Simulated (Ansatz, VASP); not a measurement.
# One calculation of Pb, two programs

The input INCAR:

```
SYSTEM = Pb
PREC = Accurate
ENCUT = 520
EDIFF = 1E-7
ISMEAR = 1
SIGMA = 0.15
LREAL = .False.
LASPH = .True.
NELM = 80
ALGO = Normal
ISIF = 2
LWAVE = .False.
LCHARG = .False.
GGA = PE
NBANDS = 13
```

KPOINTS

```
regular mesh
0
Gamma
  6 6 6
  0 0 0
```

POSCAR

```
Pb
1.0
   -2.0290304887      1.9669673937      1.9988102890
    2.0384861959     -1.9546769777      1.9959755802
    1.9915081592      1.9171546481     -1.9865198730
Pb
1
Direct
    0.0000000000      0.0000000000      0.0000000000
```

Input for Ansatz:

```yaml
crystal:
  lattice:
    - [-2.029030488744849, 1.9669673937127952, 1.9988102889850514]
    - [2.038486195928558, -1.954676977701767, 1.9959755801577321]
    - [1.9915081591789883, 1.9171546481359059, -1.9865198729740232]
  atoms:
    - { symbol: Pb, position: [0.0, 0.0, 0.0] }
basis:
  ecutwfc: 540.0
  xc_grid: 2
kpoints:
  mp_grid:
    grid: [6, 6, 6]
hamiltonian:
  xc: pbe
scf:
  convergence:
    dr2_threshold: 1.0e-09
  occupations:
    method: cold
    width: 0.15
output:
  forces: true
  stress: true
```

This isn't the form of Pb at room conditions, which is fcc.

Alike in both runs: task single point; functional PBE; k mesh 6 × 6 × 6; no spin polarisation.

|  | VASP | Ansatz |
| --- | --- | --- |
| version | VASP 6.6.1 | Ansatz 0.2.0 |
| potentials or method | VASP PAW PBE potentials, release 64 (Pb_d) | plane waves, PAW |
| plane-wave cutoff (eV) | 520 | 540 |
| occupations | methfessel-paxton of order 1, width 0.15 eV | cold, width 0.15 eV |
| valence electrons in the cell | 14 | 14 |

```tsv
	VASP	Ansatz	Ansatz less VASP
pressure (GPa)	0.6	0.5	-0.01
largest component of the traceless stress (GPa)	0.84	0.78	-0.059
```

Ansatz warned: «stress_scf_threshold_loose».

Caveats: the k mesh is coarse (spacing up to 0.38 Å⁻¹), so the values aren't converged. The runs have no spin-orbit coupling, so splittings on Pb are missing.
